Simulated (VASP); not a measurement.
**SnTe (strained zincblende): one PBE single-point calculation in two programs**

```cif
data_structure
_symmetry_space_group_name_H-M 'P 1'
_symmetry_Int_Tables_number 1
_cell_length_a 4.9805
_cell_length_b 4.9805
_cell_length_c 5.1952
_cell_angle_alpha 58.563
_cell_angle_beta 58.563
_cell_angle_gamma 62.874
_cell_volume 90.77
loop_
_atom_site_label
_atom_site_type_symbol
_atom_site_fract_x
_atom_site_fract_y
_atom_site_fract_z
_atom_site_occupancy
Sn1 Sn 0.00000 0.00000 0.00000 1
Te1 Te 0.25000 0.25000 0.25000 1
```

Each program uses its own PAW datasets. VASP's cell holds 20 valence electrons and Ansatz's 30. Ansatz's stress includes a Pulay correction; VASP's doesn't.

Cutoffs: 520 eV in VASP, 420 eV in Ansatz. k meshes: 6×6×6 and 6×6×6.

```tsv
	VASP	Ansatz
gap between bands v and c	-0.36 eV (bands overlap: a metal)	-0.35 eV (bands overlap: a metal)
least direct gap	0.71 eV	0.71 eV
pressure	0.7 GPa	0.7 GPa
```

Band v is the last that the valence electrons fill when counted band by band, and c is the next. Levels in eV from the top of v, Ansatz:

```tsv
point	v−1	v	c	c+1
Γ	-2.40	-2.08	0.57	0.82
X	-3.72	-1.21	-0.35	3.83
K	-3.22	-0.70	1.00	2.72
L	-2.67	-2.37	1.49	1.59
W	-3.73	-0.34	0.93	1.91
```

VASP:

```csv
point,v−1,v,c,c+1
Γ,-2.40,-2.08,0.57,0.82
X,-3.72,-1.21,-0.36,3.83
K,-3.22,-0.70,1.00,2.72
L,-2.67,-2.38,1.49,1.58
W,-3.73,-0.34,0.93,1.91
```
